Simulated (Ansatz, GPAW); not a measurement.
# Reading EPR parameters

A crystal has the composition Na6MCl8, where M is a 3d element. A calculation (PBE+U, spin-orbit coupling in second variation, Ansatz) gives:

* S: 5/2
* g: 2.0028 (isotropic)
* moment in its sphere: 4.51 μB

Q: Name the magnetic ion and its oxidation state.

The crystal is Na6MnCl8, space group Fm-3m. The spin sits on Mn, with 6 Cl at 2.57 Å round it. With the usual charges of the other elements M must be +2. The high-spin ion of that charge with S = 5/2 in this row is Mn²⁺ high-spin d⁵. Low-spin ions are left aside. The shift from the free-electron value is small, as for a half-filled shell without orbital momentum.

[Hosts, paths, dates, database ids (printed as entryN), source tags and the programs' standing remarks are cut or masked in the printed files.]
